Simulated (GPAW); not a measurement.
# Mg (Im-3m) in GPAW: phonons with PBE+D3(BJ)

Aim: the phonons of Mg with PBE+D3(BJ).

Everything below comes from runs of GPAW 26.7.0. Logs are shortened: lines on timing, memory, paths and dates and some standing lists are left out, and cuts for length are marked. The log counts tension as positive stress, the text compression.

## Step 1: The structure

It takes space group Im-3m (No. 229, cubic). Conventional cell: a = 3.546 Å, b = 3.546 Å, c = 3.546 Å, α = 90.00°, β = 90.00°, γ = 90.00°. Around Mg (site symmetry m-3m) lie 8 Mg at 3.07 Å.

This isn't the form of Mg at room conditions, which is hcp.

## Step 2: Phonons, PBE+D3(BJ)

run.py

```python
import json
import numpy as np
from ase import Atoms
from ase.calculators.mixing import SumCalculator
from ase.io import read, write
from dftd3.ase import DFTD3
from phonopy import Phonopy
from phonopy.structure.atoms import PhonopyAtoms
from gpaw import GPAW

atoms = read('POSCAR')

calc = GPAW(mode='lcao',
            h=0.16,
            basis='dzp',
            xc='PBE',
            kpts={'size': (9, 9, 9), 'gamma': True},
            occupations={'name': 'fermi-dirac', 'width': 0.05},
            convergence={'density': 1e-06},
            maxiter=150,
            txt='gpaw.txt')
atoms.calc = SumCalculator([calc, DFTD3(method='pbe', damping='d3bj')])
energy = atoms.get_potential_energy()
forces = atoms.get_forces()
calc.write('gs.gpw')
write('result.traj', atoms)
print('Cell:', atoms.cell.cellpar().round(4))
print(atoms.get_scaled_positions().round(5))

def force_constants(scale):
    unit = PhonopyAtoms(symbols=atoms.get_chemical_symbols(), cell=atoms.cell[:] * scale**(1 / 3),
                        scaled_positions=atoms.get_scaled_positions())
    ph = Phonopy(unit, supercell_matrix=np.diag([2, 2, 2]), primitive_matrix=np.eye(3), symprec=1e-4)
    ph.generate_displacements(distance=0.01)
    forces = []
    for i, sc in enumerate(ph.supercells_with_displacements):
        a = Atoms(sc.symbols, cell=sc.cell, scaled_positions=sc.scaled_positions, pbc=True)
        c = GPAW(mode='lcao',
                 h=0.16,
                 basis='dzp',
                 xc='PBE',
                 kpts={'size': (5, 5, 5), 'gamma': True},
                 occupations={'name': 'fermi-dirac', 'width': 0.05},
                 convergence={'density': 1e-06},
                 maxiter=150,
                 txt=f'disp-{scale:.3f}-{i:02d}.txt')
        a.calc = SumCalculator([c, DFTD3(method='pbe', damping='d3bj')])
        f = a.get_forces()
        forces.append(f - f.mean(axis=0))
        print(f'displacement {i}: drift', f.mean(axis=0).round(5), flush=True)
    ph.forces = forces
    ph.produce_force_constants()
    ph.symmetrize_force_constants()
    return ph

qpoints = [[0.0, 0.0, 0.0], [0.0, 0.0, 0.5], [0.0, 0.5, 0.0], [0.0, 0.5, 0.5], [0.5, 0.0, 0.0], [0.5, 0.0, 0.5], [0.5, 0.5, 0.0], [0.5, 0.5, 0.5]]
results = {}
for scale in [1.0]:
    ph = force_constants(scale)
    ph.run_qpoints(qpoints)
    nu = ph.qpoints.frequencies * 33.35641  # THz to cm^-1
    results[f'{scale:.3f}'] = nu.tolist()
    for qp, f in zip(qpoints, nu):
        print(scale, np.round(qp, 4), f.round(2))

path = atoms.cell.bandpath('GHNGPH,PN', npoints=60, eps=1e-4)
ph.run_qpoints(path.kpts)
results['path'] = (ph.qpoints.frequencies * 33.35641).tolist()
results['path_q'] = path.kpts.tolist()
x, ticks, names = path.get_linear_kpoint_axis()
results['axis'] = [x.tolist(), list(ticks), names]
ph.run_mesh([15, 15, 15], is_gamma_center=True)
ph.run_thermal_properties(temperatures=[0, 100, 200, 300, 500, 800], cutoff_frequency=0.05)
tp = ph.thermal_properties
results['thermal'] = [list(v) for v in (tp.temperatures, tp.free_energy, tp.entropy, tp.heat_capacity)]
for t, fv, s, cv in zip(*results['thermal']):
    print(f'{t:6.0f} K  F {fv:9.4f} kJ/mol  S {s:9.4f} J/K/mol  Cv {cv:9.4f} J/K/mol')
json.dump(results, open('phonons.json', 'w'))
```

POSCAR

```
Mg
1.0
   -1.7727644967      1.7727644967      1.7727644967
    1.7727644967     -1.7727644967      1.7727644967
    1.7727644967      1.7727644967     -1.7727644967
Mg
1
Direct
    0.0000000000      0.0000000000      0.0000000000
```

Potentials or basis: GPAW PAW data sets (gpaw-data 1.2.1), lcao:dzp.

The run is started by

```console
$ OMP_NUM_THREADS=1 python run.py
```

gpaw.txt:

```text
__  _  _
 | _ |_)|_||  |
 |__||  | ||/\| - 26.7.0

Input parameters:
  mode=LCAO(),
  basis={'default': 'dzp'},
  convergence={'density': 1e-06},
  h=0.16,
  kpts=MonkhorstPack(size=(9, 9, 9), gamma=True),
  maxiter=150,
  occupations=Occupations(name='fermi-dirac', width=0.05),
  xc=XC(name='PBE')

       Mg

Atoms  # Å, Bohr magnetons
|   | symbol |        x |        y |        z |    initial magnetic moments |
|---|--------|----------|----------|----------|-----------------------------|
| 0 |     Mg | 0.000000 | 0.000000 | 0.000000 | ( 0.0000,  0.0000,  0.0000) |

Unit cell  # Å
| periodic |         x |         y |         z |  lengths |     angles |
|----------|-----------|-----------|-----------|----------|------------|
|      yes | -1.772764 |  1.772764 |  1.772764 | 3.070518 | 109.471221 |
|      yes |  1.772764 | -1.772764 |  1.772764 | 3.070518 | 109.471221 |
|      yes |  1.772764 |  1.772764 | -1.772764 | 3.070518 | 109.471221 |

Number of symmetries: 48
Symmetry operations  # r_c * U_cc + t_c -> r_c
|    | kind |            matrix            |
|----|------|------------------------------|
|  0 |  σ   |  1, 1, 1,  0, 0,-1,  0,-1, 0 |
|  1 |  C4  |  1, 1, 1,  0, 0,-1, -1, 0, 0 |
|  2 |  C2  |  1, 1, 1,  0,-1, 0,  0, 0,-1 |
|  3 |  S6  |  1, 1, 1,  0,-1, 0, -1, 0, 0 |
|  4 |  S6  |  1, 1, 1, -1, 0, 0,  0, 0,-1 |
|  5 |  C4  |  1, 1, 1, -1, 0, 0,  0,-1, 0 |
|  6 |  E   |  1, 0, 0,  0, 1, 0,  0, 0, 1 |
|  7 |  σ   |  1, 0, 0,  0, 1, 0, -1,-1,-1 |
|  8 |  σ   |  1, 0, 0,  0, 0, 1,  0, 1, 0 |
|  9 |  C3  |  1, 0, 0,  0, 0, 1, -1,-1,-1 |
| 10 |  C3  |  1, 0, 0, -1,-1,-1,  0, 1, 0 |
| 11 |  σ   |  1, 0, 0, -1,-1,-1,  0, 0, 1 |
| 12 |  σ   |  0, 1, 0,  1, 0, 0,  0, 0, 1 |
| 13 |  C2  |  0, 1, 0,  1, 0, 0, -1,-1,-1 |
| 14 |  C3  |  0, 1, 0,  0, 0, 1,  1, 0, 0 |
| 15 |  S4  |  0, 1, 0,  0, 0, 1, -1,-1,-1 |
| 16 |  S4  |  0, 1, 0, -1,-1,-1,  1, 0, 0 |
[... 17 lines left out ...]
| 34 |  σ   |  0,-1, 0, -1, 0, 0,  1, 1, 1 |
| 35 |  C2  |  0,-1, 0, -1, 0, 0,  0, 0,-1 |
| 36 |  C2  | -1, 0, 0,  1, 1, 1,  0, 0,-1 |
| 37 |  S6  | -1, 0, 0,  1, 1, 1,  0,-1, 0 |
| 38 |  S6  | -1, 0, 0,  0, 0,-1,  1, 1, 1 |
| 39 |  C2  | -1, 0, 0,  0, 0,-1,  0,-1, 0 |
| 40 |  C2  | -1, 0, 0,  0,-1, 0,  1, 1, 1 |
| 41 |  i   | -1, 0, 0,  0,-1, 0,  0, 0,-1 |
| 42 |  S4  | -1,-1,-1,  1, 0, 0,  0, 1, 0 |
| 43 |  C3  | -1,-1,-1,  1, 0, 0,  0, 0, 1 |
| 44 |  C3  | -1,-1,-1,  0, 1, 0,  1, 0, 0 |
| 45 |  σ   | -1,-1,-1,  0, 1, 0,  0, 0, 1 |
| 46 |  S4  | -1,-1,-1,  0, 0, 1,  1, 0, 0 |
| 47 |  C2  | -1,-1,-1,  0, 0, 1,  0, 1, 0 |

BZ-sampling:
  Number of BZ points: 729
  Number of IBZ points: 35

  Monkhorst-Pack size: [9, 9, 9]
  Monkhorst-Pack shift: [0, 0, 0]

K-points  # in reciprocal-cell coordinates
|     |                                coordinates |     weight |
|-----|--------------------------------------------|------------|
|   0 | (  0.00000000,   0.00000000,   0.00000000) | 0.00137174 |
|   1 | (  0.11111111,   0.00000000,   0.00000000) | 0.01646091 |
|   2 | (  0.11111111,   0.11111111,  -0.11111111) | 0.00823045 |
|   3 | (  0.22222222,   0.00000000,  -0.11111111) | 0.03292181 |
|   4 | (  0.22222222,   0.00000000,   0.00000000) | 0.01646091 |
|   5 | (  0.22222222,   0.11111111,  -0.11111111) | 0.03292181 |
|   6 | (  0.22222222,   0.22222222,  -0.22222222) | 0.00823045 |
|   7 | (  0.33333333,  -0.11111111,  -0.11111111) | 0.01097394 |
|   8 | (  0.33333333,   0.00000000,  -0.11111111) | 0.06584362 |
|   9 | (  0.33333333,   0.00000000,   0.00000000) | 0.01646091 |
| ... |                                            |            |
|  34 | (  0.44444444,   0.44444444,   0.44444444) | 0.01097394 |

basis functions: 19
Spin-components: 1 (collinear spins)
Bands:           8
Projectors:      5
Spin-degeneracy: 2
Datatype:        <class 'complex'>

Parallelization:
  kpt:    1
  domain: 1
  band:   1

Density:
  Valence electrons: 10.0
  Components: 1
  Grid points: [16 16 16]
  Charge: 0.0  # |e|

Potential:
  Grid points: [16 16 16]

species:
  Mg:
    name:    Magnesium
    Z:       12.0
    valence: 10
    core:    2
    charge:  0.0  # [|e|]
    compensation charges:
      type: gauss
      rc: 0.33  # [Å]
      lmax: 2
    cutoffs:
      filter: 1.86  # [Å]
      core: 0.54  # [Å]
    projectors
    | kind |    occ | energy [eV] | rcut [Å] |
    |------|--------|-------------|----------|
    |   2s |  2.000 |     -79.840 |    1.090 |
    |   3s |  2.000 |      -4.705 |    1.090 |
    |   2p |  6.000 |     -46.613 |    1.085 |
[... 65 lines left out ...]
|----|------|------------------------------|
|  0 |  σ   |  1, 1, 1,  0, 0,-1,  0,-1, 0 |
|  1 |  C4  |  1, 1, 1,  0, 0,-1, -1, 0, 0 |
|  2 |  C2  |  1, 1, 1,  0,-1, 0,  0, 0,-1 |
|  3 |  S6  |  1, 1, 1,  0,-1, 0, -1, 0, 0 |
|  4 |  S6  |  1, 1, 1, -1, 0, 0,  0, 0,-1 |
|  5 |  C4  |  1, 1, 1, -1, 0, 0,  0,-1, 0 |
|  6 |  E   |  1, 0, 0,  0, 1, 0,  0, 0, 1 |
|  7 |  σ   |  1, 0, 0,  0, 1, 0, -1,-1,-1 |
|  8 |  σ   |  1, 0, 0,  0, 0, 1,  0, 1, 0 |
|  9 |  C3  |  1, 0, 0,  0, 0, 1, -1,-1,-1 |
| 10 |  C3  |  1, 0, 0, -1,-1,-1,  0, 1, 0 |
| 11 |  σ   |  1, 0, 0, -1,-1,-1,  0, 0, 1 |
| 12 |  σ   |  0, 1, 0,  1, 0, 0,  0, 0, 1 |
| 13 |  C2  |  0, 1, 0,  1, 0, 0, -1,-1,-1 |
| 14 |  C3  |  0, 1, 0,  0, 0, 1,  1, 0, 0 |
| 15 |  S4  |  0, 1, 0,  0, 0, 1, -1,-1,-1 |
| 16 |  S4  |  0, 1, 0, -1,-1,-1,  1, 0, 0 |
[... 17 lines left out ...]
| 34 |  σ   |  0,-1, 0, -1, 0, 0,  1, 1, 1 |
| 35 |  C2  |  0,-1, 0, -1, 0, 0,  0, 0,-1 |
| 36 |  C2  | -1, 0, 0,  1, 1, 1,  0, 0,-1 |
| 37 |  S6  | -1, 0, 0,  1, 1, 1,  0,-1, 0 |
| 38 |  S6  | -1, 0, 0,  0, 0,-1,  1, 1, 1 |
| 39 |  C2  | -1, 0, 0,  0, 0,-1,  0,-1, 0 |
| 40 |  C2  | -1, 0, 0,  0,-1, 0,  1, 1, 1 |
| 41 |  i   | -1, 0, 0,  0,-1, 0,  0, 0,-1 |
| 42 |  S4  | -1,-1,-1,  1, 0, 0,  0, 1, 0 |
| 43 |  C3  | -1,-1,-1,  1, 0, 0,  0, 0, 1 |
| 44 |  C3  | -1,-1,-1,  0, 1, 0,  1, 0, 0 |
| 45 |  σ   | -1,-1,-1,  0, 1, 0,  0, 0, 1 |
| 46 |  S4  | -1,-1,-1,  0, 0, 1,  1, 0, 0 |
| 47 |  C2  | -1,-1,-1,  0, 0, 1,  0, 1, 0 |

BZ-sampling:
  Number of BZ points: 729
  Number of IBZ points: 35

  Monkhorst-Pack size: [9, 9, 9]
  Monkhorst-Pack shift: [0, 0, 0]

K-points  # in reciprocal-cell coordinates
|     |                                coordinates |     weight |
|-----|--------------------------------------------|------------|
|   0 | (  0.00000000,   0.00000000,   0.00000000) | 0.00137174 |
|   1 | (  0.11111111,   0.00000000,   0.00000000) | 0.01646091 |
|   2 | (  0.11111111,   0.11111111,  -0.11111111) | 0.00823045 |
|   3 | (  0.22222222,   0.00000000,  -0.11111111) | 0.03292181 |
|   4 | (  0.22222222,   0.00000000,   0.00000000) | 0.01646091 |
|   5 | (  0.22222222,   0.11111111,  -0.11111111) | 0.03292181 |
|   6 | (  0.22222222,   0.22222222,  -0.22222222) | 0.00823045 |
|   7 | (  0.33333333,  -0.11111111,  -0.11111111) | 0.01097394 |
|   8 | (  0.33333333,   0.00000000,  -0.11111111) | 0.06584362 |
|   9 | (  0.33333333,   0.00000000,   0.00000000) | 0.01646091 |
| ... |                                            |            |
|  34 | (  0.44444444,   0.44444444,   0.44444444) | 0.01097394 |

basis functions: 19
Spin-components: 1 (collinear spins)
Bands:           8
Projectors:      5
Spin-degeneracy: 2
Datatype:        <class 'complex'>

Parallelization:
  kpt:    1
  domain: 1
  band:   1

Density:
  Valence electrons: 10.0
  Components: 1
  Grid points: [16 16 16]
  Charge: 0.0  # |e|

Potential:
  Grid points: [16 16 16]

species:
  Mg:
    name:    Magnesium
    Z:       12.0
    valence: 10
    core:    2
    charge:  0.0  # [|e|]
    compensation charges:
      type: gauss
      rc: 0.33  # [Å]
      lmax: 2
    cutoffs:
      filter: 1.86  # [Å]
      core: 0.54  # [Å]
    projectors
    | kind |    occ | energy [eV] | rcut [Å] |
    |------|--------|-------------|----------|
    |   2s |  2.000 |     -79.840 |    1.090 |
    |   3s |  2.000 |      -4.705 |    1.090 |
    |   2p |  6.000 |     -46.613 |    1.085 |
    |   3p |  0.000 |      -1.330 |    1.085 |
    |    d |        |       0.000 |    1.037 |

    LCAO basis set for Mg:
      Name: dzp
      File: <dir>
      Number of radial functions: 9
      Number of spherical harmonics: 19
        l=0, rc=2.7969 Bohr: 2s-sz confined orbital
        l=0, rc=9.2344 Bohr: 3s-sz confined orbital
        l=1, rc=3.1406 Bohr: 2p-sz confined orbital
        l=1, rc=12.7188 Bohr: 3p-sz confined orbital
        l=0, rc=1.8125 Bohr: 2s-dz split-valence wave
        l=0, rc=5.5156 Bohr: 3s-dz split-valence wave
        l=1, rc=2.0938 Bohr: 2p-dz split-valence wave
        l=1, rc=7.7969 Bohr: 3p-dz split-valence wave
        l=1, rc=9.2344 Bohr: p-type Gaussian polarization
      Number of RI-basis functions 0

Reference energy: -5449.644889  # eV

eigensolver:
  <gpaw.new.lcao.eigensolver.LCAOEigensolver object>
density mixing:
  MSR1-Mixer
  Pratt-step length: 0.05
  Maximum mixing coefficient: 0.75
  Old densities: 10
  SVD Regularization: 0.005
  Good broyden scale: 1.0
  Trust region scale: 1.0
  Backstep threshold: 4.0
  History deletion threshold: 6.0
  Fourier metric: weight=20.0, sigma=0.015

occupation numbers:
  Fermi-Dirac:
    width: 0.0500  # eV

FastPoissonSolver using
    Stencil: 8*3+1=25 point O(h^6) finite-difference Laplacian
    FFT axes: [np.int64(0), np.int64(1), np.int64(2)]
    FST axes: []

xc functional:
  name: PBE with 2 nearest neighbor stencil
interpolation: tri-quintic # 5. degree polynomial

convergence criteria:
- Maximum integral of absolute [dens]ity change: 1e-06 electrons / valence electron
- Maximum [total energy] change in last 3 cyles: 0.0005 eV / valence electron
- Maximum integral of absolute [eigenst]ate change: 4e-08 eV^2 / valence electron
maximum number of iterations: 150

SCF iterations
|iter     | |      energy | eigst |  dens |
|---------|-|-------------|-------|-------|
|iter:   1| |   -1.367484 |      c|       |
|iter:   2| |   -1.367730 |      c| -1.58 |
|iter:   3| |   -1.369008c|      c| -1.60 |
|iter:   4| |   -1.369092c|      c| -2.11 |
|iter:   5| |   -1.369090c|      c| -4.11 |
|iter:   6| |   -1.369090c|      c| -4.69 |
|iter:   7| |   -1.369090c|      c| -5.27 |
|iter:   8| |   -1.369090c|      c| -6.70c|

Converged in 8 steps
Energy contributions relative to reference atoms: (reference = -5449.644889)

Energy contributions:
  Kinetic:           4.023398
  Coulomb:          -2.115852
  Zero:              0.000830
  External:          0.000000
  Xc:               -3.275760
  Entropy:          -0.003413
  Spinorbit:         0.000000
  ----------------------------
  Free energy:      -1.370796
  Extrapolated:     -1.369090

dipole moment: (-2.547380, -2.547380, -2.547380)  # |e|*Ang

Fermi level: 3.959
Eigenvalues  # (at kpt = [0.000, 0.000, 0.000])
| band index |      eig [eV] | occ [0-2] |
|------------|---------------|-----------|
|          0 |       -72.166 |     2.000 |
|          1 |       -38.906 |     2.000 |
|          2 |       -38.906 |     2.000 |
|          3 |       -38.906 |     2.000 |
|          4 |        -3.301 |     2.000 |
|          5 |        19.367 |     0.000 |
|          6 |        19.367 |     0.000 |
|          7 |        19.368 |     0.000 |

No gap
No difference between direct/indirect transitions

Forces  # eV/Ang
|        x |       y |       z |
|----------|---------|---------|
| -0.00000 | 0.00000 | 0.00000 |  # Mg   0

# Writing to gs.gpw (mode='')
```

It took 13 min on 1 thread of Arm Neoverse V2, shared host; peak memory 0.58 GiB.

Results:

| Quantity | Value |
| --- | --- |
| Free energy | -1.6627 eV |
| Band gap on the k mesh | none (metal or under the smearing width) |
| Highest phonon frequency | 259 cm⁻¹ |
| Dispersion energy per atom | -0.292 eV |

Phonon frequencies in cm⁻¹ (negative: imaginary):
```csv
q point,frequencies
"(0.000, 0.000, 0.000)",0 0 0
"(0.000, 0.000, 0.500)",37 196 259
"(0.000, 0.500, 0.000)",37 196 259
"(0.000, 0.500, 0.500)",37 196 259
"(0.500, 0.000, 0.000)",37 196 259
"(0.500, 0.000, 0.500)",37 196 259
"(0.500, 0.500, 0.000)",37 196 259
"(0.500, 0.500, 0.500)",245 245 245
```

Caveat: phonon bands are interpolated from a small supercell; the basis of atomic orbitals isn't converged, which shifts pressures, moduli and gaps.
